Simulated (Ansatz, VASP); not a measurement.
## W: VASP beside Ansatz

File INCAR:

```
SYSTEM = W
ALGO = Normal
EDIFF = 1E-6
ENCUT = 520
ISIF = 2
ISMEAR = -1
LASPH = .TRUE.
LCHARG = .FALSE.
LREAL = .FALSE.
LWAVE = .FALSE.
NBANDS = 13
NELM = 80
PREC = Accurate
SIGMA = 0.05
```

The input KPOINTS:

```
k-points
0
G
  11 11 11
  0 0 0
```

File POSCAR:

```
W
1.0
    0.0000000000      2.0567135898      2.0567135898
    2.0567135898      0.0000000000      2.0567135898
    2.0567135898      2.0567135898      0.0000000000
W
1
Direct
    0.0000000000      0.0000000000      0.0000000000
```

The input input.yaml:

```yaml
crystal:
  lattice:
    - [0.0, 2.0567135898, 2.0567135898]
    - [2.0567135898, 0.0, 2.0567135898]
    - [2.0567135898, 2.0567135898, 0.0]
  atoms:
    - { symbol: W, position: [0.0, 0.0, 0.0] }
kpoints:
  mp_grid: { grid: [11, 11, 11] }
scf:
  occupations: { method: fermi_dirac, width: 0.05 }
hamiltonian:
  xc: lda
  pseudopotentials: { kind: all_electron, lapw: { basis_error: 0.001 } }
output:
  forces: true
  stress: true
  eigenvalues: true
```

Change from the starting cell: volume scaled by 1.04.

Alike in both runs: task single point; functional LDA; k mesh 11 × 11 × 11; occupations fermi-dirac, width 0.05 eV; no spin polarisation.

```csv
,VASP,Ansatz
version,VASP 6.6.1,Ansatz 0.2.0
potentials or method,"VASP PAW LDA potentials, release 64 (W_sv)","all-electron LAPW, scalar-relativistic"
plane-wave cutoff (eV),520,see its input
```

|  | VASP | Ansatz | Ansatz less VASP |
| --- | --- | --- | --- |
| gap on the k mesh at the Fermi level (eV) | none | none | - |
| pressure (GPa) | -25.2 | -26.4 | -1.12 |

A gap of «none» marks a metal or a gap that the smearing closes. Ansatz ran all-electron here, so the differences hold the error of VASP's frozen core and of both bases.

Caveats: so large a pressure means that the cell lies far from this level's equilibrium, or that cutoff or potentials fall short (VASP). Spin-orbit coupling is left out, which matters for the levels of W.
